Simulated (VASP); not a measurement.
# Si (Fd-3m) in VASP: a series of runs

Runs on Si. Level: PBE. Tasks: single point.

Everything below comes from runs of VASP 6.6.1. Logs are shortened: lines on timing, memory, paths and dates and some standing lists are left out, and cuts for length are marked.

### 1 The undisturbed crystal

It takes space group Fd-3m (No. 227, cubic). The conventional cell has a = 5.444 Å, b = 5.444 Å, c = 5.444 Å, α = 90.00°, β = 90.00°, γ = 90.00°. Si (site symmetry -43m) is surrounded by 4 Si at 2.36 Å.

### 2 Single point, PBE (grid = ENCUT=350 dk=1.6 cell=3x3x2 ISMEAR=0 SIGMA=0.05 LREAL=Auto EDIFF=1e-06)

INCAR reads:

```
SYSTEM = Si
  PREC = Accurate
  ENCUT = 350
  EDIFF = 1E-6
  ISMEAR = 0
  SIGMA = 0.05
  LREAL = Auto
  LASPH = .TRUE.
  NELM = 120
  ALGO = Fast
  ISIF = 2
  LWAVE = .FALSE.
  LCHARG = .FALSE.
  GGA = PE
  NBANDS = 84
```

KPOINTS reads:

```
Automatic mesh
0
G
  1 1 1
  0 0 0
```

POSCAR reads:

```
Si
1.0
    0.0000000000      8.1655535595      8.1655535595
    8.1655535595      0.0000000000      8.1655535595
    5.4437023730      5.4437023730      0.0000000000
Si
36
Direct
    0.1666666667      0.1666666667      0.2500000000
    0.1666666667      0.1666666667      0.7500000000
    0.1666666667      0.5000000000      0.2500000000
    0.1666666667      0.5000000000      0.7500000000
    0.1666666667      0.8333333333      0.2500000000
    0.1666666667      0.8333333333      0.7500000000
    0.5000000000      0.1666666667      0.2500000000
    0.5000000000      0.1666666667      0.7500000000
    0.5000000000      0.5000000000      0.2500000000
    0.5000000000      0.5000000000      0.7500000000
    0.5000000000      0.8333333333      0.2500000000
    0.5000000000      0.8333333333      0.7500000000
    0.8333333333      0.1666666667      0.2500000000
    0.8333333333      0.1666666667      0.7500000000
    0.8333333333      0.5000000000      0.2500000000
    0.8333333333      0.5000000000      0.7500000000
    0.8333333333      0.8333333333      0.2500000000
    0.8333333333      0.8333333333      0.7500000000
    0.2500000000      0.2500000000      0.3750000000
    0.2500000000      0.2500000000      0.8750000000
    0.2500000000      0.5833333333      0.3750000000
    0.2500000000      0.5833333333      0.8750000000
    0.2500000000      0.9166666667      0.3750000000
    0.2500000000      0.9166666667      0.8750000000
    0.5833333333      0.2500000000      0.3750000000
    0.5833333333      0.2500000000      0.8750000000
    0.5833333333      0.5833333333      0.3750000000
    0.5833333333      0.5833333333      0.8750000000
    0.5833333333      0.9166666667      0.3750000000
    0.5833333333      0.9166666667      0.8750000000
    0.9166666667      0.2500000000      0.3750000000
    0.9166666667      0.2500000000      0.8750000000
    0.9166666667      0.5833333333      0.3750000000
    0.9166666667      0.5833333333      0.8750000000
    0.9166666667      0.9166666667      0.3750000000
    0.9166666667      0.9166666667      0.8750000000
```

Potentials or basis: VASP PAW PBE potentials, release 64 (Si).

The run is started by

```console
cat potpaw_PBE.64/Si/POTCAR > POTCAR
mpirun -np 1 vasp_std > vasp.out
```

OUTCAR:

```text
SYSTEM = Si
   PREC = Accurate
   ENCUT = 350
   EDIFF = 1E-6
   ISMEAR = 0
   LREAL = Auto
   LASPH = .TRUE.
   NELM = 120
   ISIF = 2
   GGA = PE

 Found      1 irreducible k-points:

 Following reciprocal coordinates:
            Coordinates               Weight
  0.000000  0.000000  0.000000      1.000000
   k-points           NKPTS =      1   k-points in BZ     NKDIM =      1   number of bands    NBANDS=     84
   number of dos      NEDOS =    301   number of ions     NIONS =     36
   total plane-waves  NPLWV = 235200
   dimension x,y,z NGX =    70 NGY =   70 NGZ =   48
   dimension x,y,z NGXF=   140 NGYF=  140 NGZF=   96
   ions per type =              36
   NGX,Y,Z   is equivalent  to a cutoff of  10.08, 10.08, 10.37 a.u.
   NGXF,Y,Z  is equivalent  to a cutoff of  20.15, 20.15, 20.73 a.u.
 SYSTEM =  Si
   PREC   = accura    normal or accurate (medium, high low for compatibility)
   ISTART =      0    job   : 0-new  1-cont  2-samecut
   ICHARG =      2    charge: 1-file 2-atom 10-const
   ISPIN  =      1    spin polarized calculation?
   LNONCOLLINEAR =      F non collinear calculations
   LSORBIT =      F    spin-orbit coupling
   LASPH  =      T    aspherical Exc in radial PAW
   ENCUT  =  350.0 eV  25.72 Ry    5.07 a.u.  17.62 17.62 11.74*2*pi/ulx,y,z
   NELM   =    120;   NELMIN=  2; NELMDL= -5     # of ELM steps
   EDIFF  = 0.1E-05   stopping-criterion for ELM
   LREAL  =      T    real-space projection
   EDIFFG = 0.1E-04   stopping-criterion for IOM
   NSW    =      0    number of steps for IOM
   IBRION =     -1    ionic relax: 0-MD 1-quasi-New 2-CG
   NFREE  =      0    steps in history (QN), initial steepest desc. (CG)
   ISIF   =      2    stress and relaxation
   ISYM   =      2    0-nonsym 1-usesym 2-fastsym
   POTIM  = 0.5000    time-step for ionic-motion
   TEBEG  =    0.0;   TEEND  =   0.0 temperature during run
   PSTRESS=    0.0 pullay stress
   NELECT =     144.0000    total number of electrons
   NUPDOWN=      -1.0000    fix difference up-down
   EMIN   =  10.00;   EMAX   =-10.00  energy-range for DOS
   EFERMI =   0.00;   METHOD = LEGACY
   ISMEAR =     0;   SIGMA  =   0.05  broadening in eV -4-tet -1-fermi 0-gaus
   EFERMI_NEDOS =   21; number of points for ismear=-14 and -15
   IALGO  =     68    algorithm
   IMIX   =      4    mixing-type and parameters
     AMIX     =   0.40;   BMIX     =  1.00
     AMIX_MAG =   1.60;   BMIX_MAG =  1.00
  volume/ion in A,a.u.               =      20.16       136.08
  Fermi-wavevector in a.u.,A,eV,Ry     =   0.954766  1.804247 12.402783  0.911579
  Thomas-Fermi vector in A             =   2.083543
   LORBIT       =      0    0 simple, 1 ext, 2 COOP (PROOUT), +10 PAW based schemes
   GGA     = PE    functional components
   LHFCALC =     F    Hartree Fock is set to
   AEXX    =    0.0000 exact exchange contribution
   IVDW    =     0    specifies the selected vdW correction
   LEPSILON=     F    determine dielectric tensor
   LRPA    =     F    only Hartree local field effects (RPA)
 non-spin polarized calculation
 RMM-DIIS sequential band-by-band and
 Gauss-broadening in eV      SIGMA  =   0.05
  energy-cutoff  :      350.00
  volume of cell :      725.93
 maximum number of plane-waves:     10855
 NGX is ok and might be reduce to    70
   NGX = 35   NGY = 35   NGZ = 23

 number of electron     143.9999994 magnetization

 Free energy of the ion-electron system (eV)
  ---------------------------------------------------
  ext. energy  EPLUGINS =         0.00000000
  ---------------------------------------------------
  free energy    TOTEN  =      -182.00678131 eV

  energy without entropy =     -182.00678131  energy(sigma->0) =     -182.00678131

 E-fermi :   6.1027     XC(G=0):  -9.3247

 val. band max:        5.8738669575   @ k =   0.0000   0.0000   0.0000
 cond. band min:       6.5523214099   @ k =   0.0000   0.0000   0.0000
 fundamental gap:      0.6784544524
 Fermi energy:         6.1027439917

 k-point     1 :       0.0000    0.0000    0.0000
  band No.  band energies     occupation
      1      -6.0753      2.00000
      2      -4.7068      2.00000
      3      -4.7068      2.00000
      4      -4.7068      2.00000
      5      -4.7068      2.00000
      6      -4.1794      2.00000
[... 76 lines left out ...]
     83       7.5666      0.00000
     84       7.5686      0.00000

------------------------ aborting loop because EDIFF is reached ----------------------------------------

  FORCE on cell =-STRESS in cart. coord.  units (eV):
  Direction    XX          YY          ZZ          XY          YZ          ZX
  --------------------------------------------------------------------------------------
  -------------------------------------------------------------------------------------
  Total       22.2169690     22.2169690     -4.0810461     14.5341610      3.6634553      3.6634552
  in kB       49.0342752     49.0342752     -9.0071304     32.0778253      8.0854806      8.0854806
  external PRESSURE =      29.6871400 kB  Pullay stress =       0.0000000 kB

 VOLUME and BASIS-vectors are now :
 -----------------------------------------------------------------------------
  energy-cutoff  :      350.00
  volume of cell :      725.93
      direct lattice vectors                 reciprocal lattice vectors
     0.000000000  8.165553559  8.165553559    -0.061232836  0.061232836  0.061232836
     8.165553559  0.000000000  8.165553559     0.061232836 -0.061232836  0.061232836
     5.443702373  5.443702373  0.000000000     0.091849254  0.091849254 -0.091849254

 POSITION                                       TOTAL-FORCE (eV/Angst)
 -----------------------------------------------------------------------------------
      2.72185      2.72185      2.72185        -0.005541     -0.005541     -0.143328
      5.44370      5.44370      2.72185        -0.005541     -0.005541     -0.143328
      5.44370      2.72185      5.44370        -0.005541     -0.005541     -0.143328
      8.16555      5.44370      5.44370        -0.005541     -0.005541     -0.143328
      8.16555      2.72185      8.16555        -0.005541     -0.005541     -0.143328
     10.88740      5.44370      8.16555        -0.005541     -0.005541     -0.143328
[... 28 lines left out ...]
      9.52648      9.52648     14.97018         0.005541      0.005541      0.143328
     12.24833     12.24833     14.97018         0.005541      0.005541      0.143328
 -----------------------------------------------------------------------------------
    total drift:                                0.000000      0.000000      0.000001

  FREE ENERGIE OF THE ION-ELECTRON SYSTEM (eV)
  ---------------------------------------------------
  free  energy   TOTEN  =      -182.0067813078 eV

  energy  without entropy=     -182.0067813078  energy(sigma->0) =     -182.00678131
```

stdout:

```text
POSCAR found type information on POSCAR Si
 POSCAR found :  1 types and      36 ions
 scaLAPACK will be used
 LDA part: xc-table for (Slater+PW92), standard interpolation
 POSCAR, INCAR and KPOINTS ok, starting setup
 FFT: planning ... GRIDC
 FFT: planning ... GRID_SOFT
 FFT: planning ... GRID
 WAVECAR not read
 entering main loop
```

Run time: 78 s. Hardware: 1 thread of Intel Xeon 6975P-C (Granite Rapids), shared host; peak memory 0.47 GiB.

These settings aren't checked as converged: the numbers below hold their error.

Results:

- Free energy: -182.0068 eV
- Pressure: 3.0 GPa
- Band gap on the k mesh: 0.68 eV

Caveat: the k mesh is coarse (spacing up to 1.00 Å⁻¹), so the values aren't converged; the result breaks the symmetry of the cell; an odd mesh through Γ misses points on the zone boundary, where band edges often lie; the real-space grid breaks the cell's symmetry a little.

### 3 Single point, PBE (grid = ENCUT=350 dk=0.6 cell=3x3x2 ISMEAR=0 SIGMA=0.05 LREAL=Auto EDIFF=1e-06)

INCAR is that of step 2.

KPOINTS reads:

```
Automatic mesh
0
G
  2 2 2
  0 0 0
```

POSCAR is that of step 2.

Potentials or basis: VASP PAW PBE potentials, release 64 (Si).

The run is started by

```console
cat potpaw_PBE.64/Si/POTCAR > POTCAR
mpirun -np 1 vasp_std > vasp.out
```

Wall time 6.8 min (1 thread of Intel Xeon 6975P-C (Granite Rapids), shared host); peak memory 0.54 GiB.

The run converged, but some of its settings lie outside the range that counts as converged, so its numbers aren't taken as properties of the crystal.

What came out:

| Property | Result |
| --- | --- |
| Free energy | -194.4264 eV |
| Pressure | 1.3 GPa |
| Band gap on the k mesh | 0.72 eV |

Caveat: the k mesh is coarse (spacing up to 0.50 Å⁻¹), so the values aren't converged; the result breaks the symmetry of the cell; the real-space grid breaks the cell's symmetry a little.

### 4 Single point, PBE (grid = ENCUT=300 dk=0.45 cell=3x3x2 ISMEAR=0 SIGMA=0.05 LREAL=Auto EDIFF=1e-06)

Edit INCAR of step 3 so:

```diff
@@ -2,3 +2,3 @@
   PREC = Accurate
-  ENCUT = 350
+  ENCUT = 300
   EDIFF = 1E-6
```

KPOINTS reads:

```
Automatic mesh
0
G
  2 2 3
  0 0 0
```

POSCAR is that of step 3.

The run is started by

```console
cat potpaw_PBE.64/Si/POTCAR > POTCAR
mpirun -np 1 vasp_std > vasp.out
```

Wall time 5.1 min (1 thread of Intel Xeon 6975P-C (Granite Rapids), shared host); peak memory 0.51 GiB.

The run converged, but some of its settings lie outside the range that counts as converged, so its numbers aren't taken as properties of the crystal.

Results:

```
Free energy            : -194.7333 eV
Pressure               : 1.2 GPa
Band gap on the k mesh : 0.73 eV
```

Caveat: the cutoff is under 1.25 times the usual one of these potentials, so pressure, stress and relaxed cells hold a basis-set (Pulay) error; an odd mesh through Γ misses points on the zone boundary, where band edges often lie.

### 5 Single point, PBE (grid = ENCUT=350 dk=0.45 cell=3x3x2 ISMEAR=0 SIGMA=0.05 LREAL=False EDIFF=1e-06)

Edit INCAR of step 4 so:

```diff
@@ -2,3 +2,3 @@
   PREC = Accurate
-  ENCUT = 300
+  ENCUT = 350
   EDIFF = 1E-6
@@ -6,3 +6,3 @@
   SIGMA = 0.05
-  LREAL = Auto
+  LREAL = .FALSE.
   LASPH = .TRUE.
```

KPOINTS is that of step 4.

POSCAR is that of step 4.

The run is started by

```console
cat potpaw_PBE.64/Si/POTCAR > POTCAR
mpirun -np 1 vasp_std > vasp.out
```

It took 3.9 min on 1 thread of Intel Xeon 6975P-C (Granite Rapids), shared host; peak memory 0.55 GiB.

The run converged, but some of its settings lie outside the range that counts as converged, so its numbers aren't taken as properties of the crystal.

Results:

- Free energy: -194.7938 eV
- Pressure: 1.3 GPa
- Band gap on the k mesh: 0.72 eV

Caveat: an odd mesh through Γ misses points on the zone boundary, where band edges often lie.
